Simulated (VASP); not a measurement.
Here is a VASP 6.6.1 calculation.

The input INCAR:

```
PREC = Accurate
ENCUT = 600
EDIFF = 1E-7
ISMEAR = -1
SIGMA = 0.05
LREAL = F
LASPH = T
NELM = 60
ALGO = Fast
ISIF = 3
LWAVE = F
LCHARG = F
GGA = PE
IBRION = 2
NSW = 40
EDIFFG = -0.02
```

KPOINTS

```
regular mesh
0
Gamma
  7 7 7
```

POSCAR

```
Cd
1.0
   -1.7843220000      1.7843220000      1.7843220000
    1.7843220000     -1.7843220000      1.7843220000
    1.7843220000      1.7843220000     -1.7843220000
Cd
1
Direct
    0.0000000000      0.0000000000      0.0000000000
```

Potentials or basis: VASP PAW PBE potentials, release 64 (Cd).

The run is started by

```console
$ cat potpaw_PBE.64/Cd/POTCAR > POTCAR
$ mpirun -np 1 vasp_std > vasp.out
```

(1) Estimate the relaxed volume.

(2) Predict the relaxed cell.

(3) Estimate the space group after relaxing (to 0.05 Å).

(4) Predict the band gap on the k mesh.

Results:

(1) 23.64 Å³/atom.

(2) a = 3.132 Å, b = 3.132 Å, c = 3.132 Å, α = 109.47°, β = 109.47°, γ = 109.47°.

(3) Im-3m (No. 229).

(4) none (metal or under the smearing width).
